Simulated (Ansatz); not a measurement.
**From the elastic tensor of AlN at 5 GPa (stress–strain coefficients) to moduli and sound speeds**

Level of theory: Ansatz 0.2.0, DFT PBE, scalar-relativistic, plane waves, PAW. Settings: 420 eV plane-wave cutoff, Γ-centred 10×10×10 mesh, fixed occupations. No spin polarisation.

It takes space group F-43m (No. 216, cubic). The conventional cell has a = 4.367 Å, b = 4.367 Å, c = 4.367 Å, α = 90.00°, β = 90.00°, γ = 90.00°. Around Al (site symmetry -43m) lie 4 N at 1.89 Å. N (site symmetry -43m) has 4 Al at 1.89 Å as nearest neighbours.

Other phases may be more stable at this pressure.

Relaxed-ion constants (GPa, on the Cartesian axes of the calculation):
```
298.1 168.5 168.5   0.0   0.0   0.0
168.5 298.1 168.5   0.0   0.0   0.0
168.5 168.5 298.1   0.0   0.0   0.0
  0.0   0.0   0.0 182.7   0.0   0.0
  0.0   0.0   0.0   0.0 182.7   0.0
  0.0   0.0   0.0   0.0   0.0 182.7
```

Density 3.269 g/cm³; 2 atoms in 20.82 Å³.

The values that follow are for a polycrystal of randomly turned grains, by Hill's mean where one number stands. In a crystal this anisotropic the Voigt and Reuss bounds lie far apart, so Hill's mean and the sound speeds and Debye temperature from it are rough.

```
Bulk modulus, Voigt / Reuss / Hill          : 211.7 / 211.7 / 211.7 GPa
Shear modulus, Voigt / Reuss / Hill         : 135.5 / 105.7 / 120.6 GPa
Young's modulus                             : 304 GPa
Poisson ratio                               : 0.261
Pugh ratio B/G                              : 1.76
Universal anisotropy index                  : 1.41
Longitudinal and transverse sound speeds    : 10676 and 6075 m/s
Debye temperature from the mean sound speed : 921 K
```

This zinc-blende form isn't the usual stable structure of the compound at low pressure.

Cost: 1 run of about 0.28 core-minutes, on AMD EPYC 9R45 (Zen 5) (shared hosts).